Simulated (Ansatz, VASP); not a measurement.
WC: VASP beside Ansatz

```
CELL_PARAMETERS angstrom
2.89062 0.00000 0.00000
-1.44531 2.50335 0.00000
0.00000 0.00000 2.87017
ATOMIC_POSITIONS crystal
W 0.00000 0.00000 0.00000
C 0.66667 0.33333 0.50000
```

Change from the starting cell: uniaxial strain along c, a, b and atoms relaxed: +1.5 %.

Alike in both runs: functional PBEsol; k mesh 24 × 24 × 18; occupations gaussian, width 0.1 eV; no spin polarisation.

Ansatz relaxed the structure, and its values are those at the end. VASP's run is a single point on that final structure, the one shown.

|  | VASP | Ansatz |
| --- | --- | --- |
| version | VASP 6.6.1 | Ansatz 0.2.0 |
| potentials or method | VASP PAW PBE potentials, release 64 (W_sv, C) | scalar-relativistic, plane waves, PAW |
| plane-wave cutoff (eV) | 520 | 420 |
| valence electrons in the cell | 18 | 18 |

|  | VASP | Ansatz | Ansatz less VASP |
| --- | --- | --- | --- |
| gap on the k mesh at the Fermi level (eV) | none | none | - |
| pressure (GPa) | -3.2 | -4.5 | -1.24 |

A gap of «none» marks a metal or a gap that the smearing closes. Ansatz warned: «symmetry_narrowed_by_cell_relaxation».

Caveats: the PAW data sets were made with another functional, which shifts forces and pressure a little (VASP). The runs have no spin-orbit coupling, so splittings on W are missing.
